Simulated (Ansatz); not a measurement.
Wanted: the native input for an Ansatz 0.2.0 run.

```
Task                : ladder of functionals
Functional          : LDA
Potentials or basis : SSSP precision PAW
Cutoff              : 1225 eV
Density cutoff      : 12245 eV
k mesh              : 10 × 10 × 10
Occupations         : cold, width 0.05 eV
Spin                : no spin polarisation
```

The system is Sc.

```
Sc
1.0
    -1.91721    1.91721    1.71760
     1.91721   -1.91721    1.71760
     1.91721    1.91721   -1.71760
Sc
1
Cartesian
  0.0000 0.0000 0.0000
```

This isn't the form of Sc at room conditions, which is hcp.

These files were run (other wordings do the same):

input.yaml

```yaml
crystal:
  lattice: { a: 3.83441097, b: 3.83441097, c: 3.435206, alpha: 90.0, beta: 90.0, gamma: 90.0 }
  space_group: 139
  reduce_to_primitive: true
  atoms:
    - { symbol: Sc, wyckoff: "2a", position: [0.0, 0.0, 0.0] }
hamiltonian:
  xc: lda
  pseudopotentials: { kind: paw, accuracy: stringent, xc_functional: pbe }
kpoints:
  mp_grid: { grid: [10, 10, 10] }
scf:
  occupations: { method: cold, width: 0.05 }
output:
  forces: true
  stress: true
  eigenvalues: true
  xc_energy_on_converged_density: [pbe, pbesol, rpbe, revpbe, blyp, r2scan]
```

Potentials or basis: SSSP precision PAW.

Launch:

```bash
$ ansatz run input.yaml --threads 1 --pin off --max-ram 2560MiB --backend cpu --events-out ev --progress --plain --runs-dir out
```

Results of the run:

```json
{
  "Pressure": "-5.5 GPa",
  "Band gap on the k mesh": "none (metal or under the smearing width)"
}
```

It took 5.7 s on 1 thread of Arm Neoverse V1 (shared host), peak memory 0.52 GiB.
